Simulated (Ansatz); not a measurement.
An Ansatz input:

```yaml
crystal:
  lattice:
    - [0.0, 1.7062696208, 1.7062696208]
    - [1.7062696208, 0.0, 1.7062696208]
    - [1.7062696208, 1.7062696208, 0.0]
  atoms:
    - { symbol: Fe, position: [0.0, 0.0, 0.0] }
hamiltonian:
  xc: r2scan
  pseudopotentials:
    kind: paw_fr
    azcp:
      Fe: "pseudopotentials/Fe.paw.azcp"
basis:
  ecutwfc: 500
  fft_grid_basis: typed
kpoints:
  mp_grid: { grid: [16, 16, 16], shift: [0, 0, 0] }
magnetization:
  noncollinear: true
  spin_orbit: true
scf:
  occupations: { method: fermi_dirac, width: 0.1 }
output:
  write_density: true
  write_potential: true
  elf: true
  volumetric_format: npy
```

and its output:

```
Engine: ansatz 0.2.0, x86_64-unknown-linux-gnu
Pseudopotentials: kind: paw_fr
Pseudopotential: Fe, paw_fr, valence charge 16, recommended cutoff 500 eV (meta_gga) 
Functional definition: r2SCAN
  parameter k0 = 0.174
  parameter k1 = 0.065
  parameter a1 = 4.9479
  exchange = r2scan_x(k0 = k0, k1 = k1, a1 = a1)
  correlation = r2scan_c
non-collinear run that drives no moment, with spin-orbit: no starting moment large enough to seed its density (crystal.atoms[].spin), no starting occupations that ask for one, no magnetisation constraint and no magnetic field, so the semilocal B_xc is pinned to zero
Crystal: 1 atoms, lattice volume = 9.935 Å³
Basis set: ecut = 500 eV, 259 PW (Γ), exchange–correlation on 72×72×72 points (64 copies of the dense FFT grid, shifted against one another)
Bands: 24, of which v1, the nominal top of the filled ones, is band 16 counted from 1 (15 counted from 0)
Symmetry: 48 space group operations + 48 with time reversal
Magnetic group: BNS 225.117 (UNI 1619), of the structure as read, at distance tolerance 2.1e-5 Å
k-points: 145 of 4096
Projection manifold: j_resolved (fully-relativistic pseudo-atomic orbitals)
Non-local potential: Fe, projectors of the file, l = 0: 3, l = 1: 4, l = 2: 6, l = 3: 2
PAW form: soft (Blöchl's): semilocal exchange-correlation on the pseudo side does not see the compensation charge
PAW frozen core: Fe, regenerated for the run's functional (the file was generated under x = pbe(κ = 0.804, μ = 0.2195149727645171), c = pbe(β = 0.06672455060314922))
PAW one-centre angular grid: Fe, 590 points (default); XC on 224 Gauss nodes
Initial density: superposition of atomic densities (chi_scale 0.1, normalization cell)
Initial wavefunctions: pseudopotential atomic-orbital guess
Functional: x = r2scan, c = r2scan; τ floored in thin density (d = 2e-4 eV/Å³)
SCF iter   1: F=—  HF=-4484.101579 eV  |F-HF|=—  |Δ(HF+E_count)|=         —  Δρ=1.27e-1  dr2=9.55e-1  dr2_τ=1.24e-2  dr2_m=0.00e0 (ungated)  ethr=3.10e-3  |M|=0.00e0 ∫|m|=0.00e0 μB  |m|>n=0.0e0 m-floor=0.0e0 τ_xc=0.0e0  β_m=0.30  ⟨swp⟩=6.6  Hψ=9094  notcnv=0  defer=30
SCF iter   2: F=—  HF=-4483.939366 eV  |F-HF|=—  |Δ(HF+E_count)|=   1.62e-1  Δρ=9.44e-3  dr2=2.86e-3  dr2_τ=3.15e-3  dr2_m=0.00e0 (ungated)  ethr=3.10e-3  |M|=0.00e0 ∫|m|=0.00e0 μB  |m|>n=0.0e0 m-floor=0.0e0 τ_xc=0.0e0  β_m=0.30  ⟨swp⟩=3.3  Hψ=3923  notcnv=0  defer=130
SCF iter   3: F=—  HF=-4483.933773 eV  |F-HF|=—  |Δ(HF+E_count)|=   5.59e-3  Δρ=1.05e-2  dr2=5.63e-3  dr2_τ=6.63e-5  dr2_m=0.00e0 (ungated)  ethr=1.79e-5  |M|=0.00e0 ∫|m|=0.00e0 μB  |m|>n=0.0e0 m-floor=0.0e0 τ_xc=0.0e0  β_m=0.51  ⟨swp⟩=2.0  Hψ=3375  notcnv=0  defer=130
SCF iter   4: F=—  HF=-4483.929384 eV  |F-HF|=—  |Δ(HF+E_count)|=   4.39e-3  Δρ=3.21e-3  dr2=2.74e-4  dr2_τ=1.49e-5  dr2_m=0.00e0 (ungated)  ethr=1.79e-5  |M|=0.00e0 ∫|m|=0.00e0 μB  |m|>n=0.0e0 m-floor=0.0e0 τ_xc=0.0e0  β_m=0.76  ⟨swp⟩=2.0  Hψ=3233  notcnv=0  defer=130
SCF iter   5: F=—  HF=-4483.929019 eV  |F-HF|=—  |Δ(HF+E_count)|=   3.65e-4  Δρ=1.34e-3  dr2=8.72e-5  dr2_τ=9.59e-7  dr2_m=0.00e0 (ungated)  ethr=1.71e-6  |M|=0.00e0 ∫|m|=0.00e0 μB  |m|>n=0.0e0 m-floor=0.0e0 τ_xc=0.0e0  β_m=0.76  ⟨swp⟩=2.0  Hψ=3252  notcnv=0  defer=130
SCF iter   6: F=—  HF=-4483.928932 eV  |F-HF|=—  |Δ(HF+E_count)|=   8.76e-5  Δρ=1.98e-4  dr2=1.67e-6  dr2_τ=3.27e-8  dr2_m=0.00e0 (ungated)  ethr=5.45e-7  |M|=0.00e0 ∫|m|=0.00e0 μB  |m|>n=0.0e0 m-floor=0.0e0 τ_xc=0.0e0  β_m=0.88  ⟨swp⟩=2.0  Hψ=2876  notcnv=0  defer=130
SCF iter   7: F=-4483.928929 eV  HF=-4483.928929 eV  |F-HF|=3.22e-8  |Δ(HF+E_count)|=   2.38e-6  Δρ=2.67e-5  dr2=3.63e-8  dr2_τ=1.72e-10  dr2_m=0.00e0 (ungated)  ethr=6.25e-10  |M|=0.00e0 ∫|m|=0.00e0 μB  |m|>n=0.0e0 m-floor=0.0e0 τ_xc=0.0e0  ⟨swp⟩=4.7  Hψ=7914  notcnv=0
SCF 1 converged in 7 iterations: F = -4483.928929 eV  dr2 = 3.63e-8
SCF converged after 7 iterations
Magnetization: |M| = 0.0000 μB,  M = (+0.0000, +0.0000, +0.0000) μB
Absolute magnetization: 0.0000 μB (∫|m|)
  site 0: m = (+0.0000, +0.0000, +0.0000) μB, |m| = 0.0000 μB  (R = 1.00 Å)
Free energy (F): -4483.928929 eV
Harris-Foulkes:  -4483.928929 eV  (|F-HF|=3.22e-8)
Internal energy: -4483.878150 eV  (E = F + TS)
E sigma→0 (E₀):  -4483.903540 eV
Entropy (-TS):   -0.050779 eV (-50.779 meV/atom)
Fermi energy:    21.505497 eV
--- Per-component energies (eV) ---
  E_band       = -188.676288
  E_kinetic    = 356.190674
  E_local      = -1894.512740  (includes V_loc(G=0)·N_el)
  E_nonlocal   = 215.466033
  E_hartree    = 804.286623
  E_xc         = -115.167206
  E_vxc        = -171.183211  (∫ρ·V_xc dr)
  E_paw        = -1373.511689  (= ΣΔE_a)
  E_vpaw       = -315.622332  (= ΣTr[D̂ρ^β])
  E_aug_tail   = 0.000282  (compensation charges beyond the density's cutoff)
  E_vtau       = 12.401439  (kinetic-family band-sum trace: ∫τ·v_τ [+ j·A + Jᵃ·Aᵃ] dr)
  E_ewald      = -2476.340672
  E_core_change = -0.289454  (= ΣΔE_core)
  E_smearing   = -0.050779  (= −TS)
  E_closure    = -0.000000  (closes the sum)
  Σ components = -4483.928929   (vs F -4483.928929, Δ=0.00e0)
--- Band table (eV; the first three rows and the last of 145) ---
  k-point 0: bands = ["-68.9939", "-68.9939", "-34.3327", "-34.3327", "-32.7812", "-32.7812", "-32.7812", "-32.7812", "11.8774", "11.8774", "19.7221", "19.7221", "19.7221", "19.7221", "19.8129", "19.8129", "21.4189", "21.4189", "21.4189", "21.4189", "45.0513", "45.0513", "51.3057", "51.3057"]
  k-point 1: bands = ["-68.9888", "-68.9888", "-34.3435", "-34.3435", "-32.8009", "-32.8009", "-32.7848", "-32.7848", "12.0570", "12.0570", "19.6715", "19.6715", "19.7717", "19.7717", "19.8479", "19.8479", "21.3898", "21.3898", "21.3961", "21.3961", "44.9488", "44.9488", "49.5470", "49.5470"]
  k-point 2: bands = ["-68.9742", "-68.9742", "-34.3749", "-34.3749", "-32.8559", "-32.8559", "-32.7950", "-32.7950", "12.5804", "12.5804", "19.4927", "19.4927", "19.8917", "19.8917", "19.9784", "19.9784", "21.3313", "21.3313", "21.3575", "21.3575", "44.0833", "44.0833", "47.2922", "47.2922"]
  k-point 144: bands = ["-68.8149", "-68.8149", "-34.6996", "-34.6996", "-33.2418", "-33.2418", "-33.1041", "-33.1041", "17.3210", "17.3210", "18.6414", "18.6414", "18.6589", "18.6589", "21.2423", "21.2423", "22.9102", "22.9102", "31.4884", "31.4884", "31.6070", "31.6070", "33.8237", "33.8237"]
```

Command:

```sh
ansatz run input.yaml --threads 1 --pin off --max-ram 3584MiB --backend cpu --events-out ev --progress --plain --runs-dir out
```

On 1 thread of Intel(R) Xeon(R) Platinum 8259CL CPU @ 2.50GHz (Skylake/Cascade Lake) (shared host) this took about 18 s of wall time and 18 s of CPU time.
